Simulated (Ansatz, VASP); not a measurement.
## One calculation of PbS, two programs

File INCAR:

```
SYSTEM = PbS
  PREC = Accurate
  ENCUT = 520
  EDIFF = 1E-6
  ISMEAR = 1
  SIGMA = 0.02
  LREAL = .False.
  LASPH = .True.
  NELM = 100
  ALGO = Normal
  ISIF = 2
  LWAVE = .False.
  LCHARG = .False.
  GGA = PS
  NBANDS = 28
```

The input KPOINTS:

```
Automatic mesh
0
Gamma
  4 4 4
  0 0 0
```

Contents of POSCAR:

```
PbS
1.0
    2.0799526900     -5.9912968600      0.0000000000
    2.0799526900      5.9912968600      0.0000000000
    0.0000000000      0.0000000000      4.2793209400
Pb S
2 2
Direct
    0.8694366500      0.1305633500      0.7500000000
    0.1305633500      0.8694366500      0.2500000000
    0.6452029100      0.3547970900      0.7500000000
    0.3547970900      0.6452029100      0.2500000000
```

Input for Ansatz:

```yaml
crystal:
  lattice:
    - [2.07995269, -5.99129686, 0.0]
    - [2.07995269, 5.99129686, 0.0]
    - [0.0, 0.0, 4.27932094]
  atoms:
    - { symbol: Pb, position: [0.86943665, 0.13056335000000002, 0.75] }
    - { symbol: Pb, position: [0.13056335000000002, 0.86943665, 0.25] }
    - { symbol: S, position: [0.64520291, 0.35479709000000004, 0.75] }
    - { symbol: S, position: [0.35479709, 0.64520291, 0.25] }
kpoints:
  mp_grid:
    grid: [4, 4, 4]
hamiltonian:
  xc: pbesol
scf:
  convergence:
    dr2_threshold: 1.0e-08
  occupations:
    method: cold
    width: 0.02
output:
  eigenvalues: true
```

Measurements of this composition are mostly on another form, of space group No. 225.

Alike in both runs: task single point; functional PBEsol; k mesh 4 × 4 × 4; no spin polarisation.

```csv
,VASP,Ansatz
version,VASP 6.6.1,Ansatz 0.2.0
potentials or method,"VASP PAW PBE potentials, release 64 (Pb_d, S)","plane waves, PAW"
plane-wave cutoff (eV),520,420
occupations,"methfessel-paxton of order 1, width 0.02 eV","cold, width 0.02 eV"
valence electrons in the cell,40,40
```

```csv
,VASP,Ansatz,Ansatz less VASP
gap on the k mesh at the Fermi level (eV),1.22,1.22,0.000
```

Caveats: spin-orbit coupling is left out, which as a rule narrows the gap of such compounds by several tenths of an eV. A k mesh can miss the band edges.
